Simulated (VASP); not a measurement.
Os:

```
Os
1.0
     2.73410    0.00000    0.00000
    -1.36705    2.36780    0.00000
     0.00000    0.00000    4.31970
Os
2
Cartesian
  1.3671 0.7893 3.2398
  0.0000 1.5785 1.0799
```

* Program: VASP 6.6.1
* Task: relaxation of cell and atoms
* Functional: PBEsol
* Dispersion: D3
* Potentials or basis: VASP PAW PBE potentials, release 64 (Os)
* Cutoff: 600 eV
* k mesh: 11 × 11 × 6
* Occupations: fermi-dirac, width 0.05 eV
* Spin: no spin polarisation

At the start: pressure -9.3 GPa; volume 13.98 Å³/atom.

Q: Where does the relaxation end?

A: Over 7 steps the energy falls by 8.7 meV/atom and the volume is 13.68 Å³/atom (-2.1 %); space group P6_3/mmc (No. 194, to 0.05 Å).

The path:
```csv
step,energy change (eV),largest force (eV/Å),pressure (GPa),volume (Å³)
1,0.0000,0.0000,-9.29,27.96
2,0.4036,0.0000,57.88,24.81
3,-0.0174,0.0000,-0.45,27.40
4,-0.0174,0.0000,-0.07,27.38
5,-0.0174,0.0000,0.14,27.37
6,-0.0174,0.0000,0.16,27.37
7,-0.0175,0.0000,0.15,27.37
```

Final structure:
```
Os
1.0
     2.71309    0.00000    0.00000
    -1.35655    2.34961    0.00000
     0.00000    0.00000    4.29327
Os
2
Direct
  0.66667 0.33333 0.75000
  0.33333 0.66667 0.25000
```

Caveat: the PAW data sets were made with another functional, which shifts forces and pressure a little; pairwise dispersion overbinds metals, which lowers pressure and volume.
